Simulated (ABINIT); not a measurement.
Runs of ABINIT 10.8.3 (patched build) on Ta2C. The structure is trigonal, space group P-3m1 (No. 164). The conventional cell has a = 3.106 Å, b = 3.106 Å, c = 4.946 Å, α = 90.00°, β = 90.00°, γ = 120.00°. Ta (site symmetry 3m) has 3 C at 2.18 Å as nearest neighbours. C (site symmetry -3m) has 6 Ta at 2.18 Å as nearest neighbours. 

```tsv
task	level	potentials or basis	cell	k mesh	cutoff (eV)	bands in the sums	broadening (eV)	scissor shift (eV)	tensor components	cutoff smearing ecutsm (Ha)	gap on the mesh (eV)	pressure (GPa)	largest force (eV/Å)
optical spectrum	LDA	PseudoDojo NC SR LDA v0.4.1 standard	as given	12 × 12 × 8, shifted	844	21	0.1	0	[11, 33]	-	-	-	(a)
single point	LDA	PseudoDojo NC SR LDA v0.4.1 standard	as given	8 × 8 × 4	844	-	-	-	-	-	none	-	0.14
phonons	LDA	PseudoDojo NC SR LDA v0.4.1 standard	cell relaxed at zero pressure by an earlier run	8 × 8 × 4, shifted	1116	-	-	-	-	0.5	-	0.0	0.01
relaxation of cell and atoms	PBEsol	PseudoDojo NC SR PBEsol v0.4.1 standard	relaxed	8 × 8 × 4	1116	-	-	-	-	0.5	none	0.0	-
single point	PBEsol	PseudoDojo NC SR PBEsol v0.4.1 standard	cell relaxed	8 × 8 × 4	1116	-	-	-	-	-	none	0.0	-
```

Alike in all rows: no spin polarisation; smearing fermi-dirac 0.05 eV.

**Question.** Estimate the missing entries.

**Answer.** (a) 0.16.

Caveats: the intraband (Drude) term is left out (some runs); spectra need much finer meshes, so this one isn't converged (some runs); independent-particle spectra lack excitons (some runs); the mesh is coarse for a metal's response (some runs).

A k mesh can miss the band edges, and the runs leave out spin-orbit coupling on Ta.

A gap of «none» marks a metal or a gap under the smearing width.
